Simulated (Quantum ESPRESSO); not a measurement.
PbSe (Clausthalite), 2 atoms in the cell. Symmetry: Fm-3m, No. 225, cubic system. The conventional cell has a = 6.121 Å, b = 6.121 Å, c = 6.121 Å, α = 90.00°, β = 90.00°, γ = 90.00°. Pb (site symmetry m-3m) has 6 Se at 3.06 Å as nearest neighbours. Se (site symmetry m-3m) has 6 Pb at 3.06 Å as nearest neighbours. 

```yaml
Program: Quantum ESPRESSO 7.5
Task: Wannier functions
Functional: PBE
Potentials_or_basis: PseudoDojo 0.4.1 SR PBE standard
Cutoff: 1170 eV
Density_cutoff: 4680 eV
k_mesh: 8 × 8 × 8
Occupations: fermi-dirac, width 0.05 eV
Spin: no spin polarisation
Mixing_beta: 0.5
Most_SCF_iterations: 120
SCF_threshold: 4e-10 Ry
k_mesh_for_the_Wannier_functions: 5 × 5 × 5
```

Potentials or basis: PseudoDojo 0.4.1 SR PBE standard.

The run is started by

```console
$ OMP_NUM_THREADS=1 pw.x -in pw.in > pw.out
$ OMP_NUM_THREADS=1 pw.x -in nscf.in > nscf.out
$ wannier90.x -pp w
$ OMP_NUM_THREADS=1 pw2wannier90.x -in pw2wan.in > pw2wan.out
$ wannier90.x w
$ OMP_NUM_THREADS=1 pw.x -in bands.in > bands.out
```

Hardware: 1 thread of AMD EPYC 7R43 64-Core Processor (Zen 3) (shared host).

Problem. How long does it take, and how much memory?

Solution. Wall time 5.6 min on 1 thread of AMD EPYC 7R43 64-Core Processor (Zen 3) (shared host), peak memory 0.2 GiB. Counts: scf iterations 9, k pools 1, bands 22, k points 29, g dense 41655.
